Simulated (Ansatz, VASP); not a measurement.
**Two plane-wave programs on ZnO**

Contents of POSCAR:

```
ZnO
1.0
    3.2353408614      0.0000000000      0.0000000000
   -1.6176704307      2.8018873759      0.0000000000
    0.0000000000      0.0000000000      5.2109518227
Zn O
2 2
Direct
    0.3333333333      0.6666666667     -0.0023477534
    0.6666666667      0.3333333333      0.4976522466
    0.3333333333      0.6666666667      0.3773477534
    0.6666666667      0.3333333333      0.8773477534
```

The input INCAR.step1:

```
SYSTEM = ZnO
PREC = Accurate
ENCUT = 520
ISMEAR = 0
SIGMA = 0.01
LREAL = .False.
LASPH = .True.
NELM = 100
NBANDS = 26
GGA = PE
ALGO = Normal
EDIFF = 1E-4
LWAVE = .True.
LCHARG = .False.
```

File INCAR.step2:

```
SYSTEM = ZnO
PREC = Accurate
ENCUT = 520
EDIFF = 1E-7
ISMEAR = 0
SIGMA = 0.01
LREAL = .False.
LASPH = .True.
NELM = 100
ALGO = Normal
ISIF = 2
LWAVE = .False.
LCHARG = .False.
METAGGA = R2SCAN
LMIXTAU = .True.
NBANDS = 26
ISTART = 1
```

KPOINTS

```
Automatic mesh
0
Gamma
  12 12 6
  0 0 0
```

Input for Ansatz:

```yaml
crystal:
  lattice:
    - [3.2353408614, 0.0, 0.0]
    - [-1.6176704307, 2.8018873759, 0.0]
    - [0.0, 0.0, 5.2109518227]
  atoms:
    - { symbol: Zn, position: [0.3333333333, 0.6666666667, -0.0023477534] }
    - { symbol: Zn, position: [0.6666666667, 0.3333333333, 0.4976522466] }
    - { symbol: O, position: [0.3333333333, 0.6666666667, 0.3773477534] }
    - { symbol: O, position: [0.6666666667, 0.3333333333, 0.8773477534] }
kpoints:
  mp_grid: { grid: [12, 12, 6] }
  band_path:
    path:
      - [0.0, 0.0, 0.0]
      - [0.5, 0.0, 0.0]
      - [0.3333333333, 0.3333333333, 0.0]
      - [0.0, 0.0, 0.5]
      - [0.5, 0.0, 0.5]
      - [0.3333333333, 0.3333333333, 0.5]
    npoints: 1
hamiltonian:
  xc: r2scan
scf:
  occupations: { method: fixed }
  n_extra_bands: 5
output:
  forces: true
  stress: true
  eigenvalues: true
```

Alike in both runs: task single point; functional r2SCAN; k mesh 12 × 12 × 6; no spin polarisation.

```csv
,VASP,Ansatz
version,VASP 6.6.1,Ansatz 0.2.0
potentials or method,"VASP PAW PBE potentials, release 64 (Zn, O)","plane waves, PAW"
plane-wave cutoff (eV),520,500
occupations,"gaussian, width 0.01 eV",fixed
valence electrons in the cell,36,36
```

Ansatz gave:

| Quantity | Value |
| --- | --- |
| gap on the k mesh at the Fermi level (eV) | 1.24 |
| pressure (GPa) | 0.0 |
| largest component of the traceless stress (GPa) | 0.00 |

Problem. Estimate VASP's values.

Solution. gap on the k mesh at the Fermi level (eV): 1.23; pressure (GPa): 1.0; largest component of the traceless stress (GPa): 0.06.

Caveats: the PAW data sets were made with another functional, which shifts forces and pressure a little (VASP). r2SCAN opens gaps a little over a GGA but as a rule still falls short of measured ones.
